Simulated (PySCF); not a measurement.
**Unknown compound**

An unknown has the formula C4H9NO. Its calculated NMR data are:

¹H NMR (500 MHz, computed): δ 3.57 (m, 4H), 2.81 (m, 4H), 0.15 (br s, 1H).

¹³C{¹H} NMR (computed): δ 73.5 (CH2, 2C), 51.4 (CH2, 2C).

[PySCF 2.14.0 with density-fitted response routines: geometry: GFN2-xTB; NMR shieldings at PBE0/pcSseg-1/GIAO; non-relativistic; no solvent model; one conformer; averaged over atoms made equivalent by symmetry, fast rotation or ring inversion]

Chemical shifts δ = σref − σ; ¹H (σ = 31.72 ppm), ¹³C (σ = 186.93 ppm) vs TMS, all at this level.

Deduce the structure.

## Answers


Rings plus π bonds: 1 (1 ring in the answer). 2 carbon signals for 4 carbons: some carbons are equivalent by symmetry or fast rotation. Carbon types of the structure: 4 × CH2, leaving 1 H on heteroatoms. δC 73.5: sp3 CH2 bonded to O; the inductive effect lowers its shielding. δC 51.4: sp3 CH2 bonded to N; the inductive effect lowers its shielding. δH 3.57: hydrogen on an sp3 CH2 bonded to O; its carbon carries O, an electronegative neighbour. δH 2.81: hydrogen on an sp3 CH2 bonded to N; its carbon carries N, an electronegative neighbour. δH 0.15: hydrogen on an amine nitrogen; exchangeable; this is the value without hydrogen bonding to other molecules.

These data were computed for `C1COCCN1`.

The shifts were computed for this structure.

Exchangeable OH/NH protons stand at their gas-phase positions; hydrogen bonding in a real sample shifts them, mostly to higher δ. Shifts are as computed. Against solution values, carbons near 30 ppm lie about +3 ppm off and those near 130 ppm about +5 ppm. Of 1211 compounds with measured shifts, 218 miss one by over three times the rms of a fit or turn the order of signals round; such compounds aren't used in these exercises. No couplings were computed; multiplicities are counted from neighbouring protons, with m where these are inequivalent, close in shift, in a saturated or five-membered ring or joined by F or P, and br s for small geminal =CH2 splittings.
